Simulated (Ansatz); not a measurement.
# Magnetic states of iron, fcc

The calculation used DFT, BLYP, plane waves (420 eV) with PAW, scalar-relativistic in Ansatz. (PAW data from PBE, frozen cores regenerated.)

Each start was relaxed and then solved on a dense mesh, with Fermi-Dirac smearing of 0.05 eV (0.1 eV in a metal without spin) extrapolated to zero. Rows within 2 meV/atom of each other tie.

(1) Where does each start end, and how do the energies compare? Starts: non-magnetic; ferromagnetic.

Results:

(1) 
| start | ends | ΔE (meV/atom) | V (Å³/atom) |
| --- | --- | --- | --- |
| ferromagnetic | ferromagnetic, net 2.58 μB per atom | 0.0 | 12.57 |
| non-magnetic | spin not included | 50.8 | 10.69 |
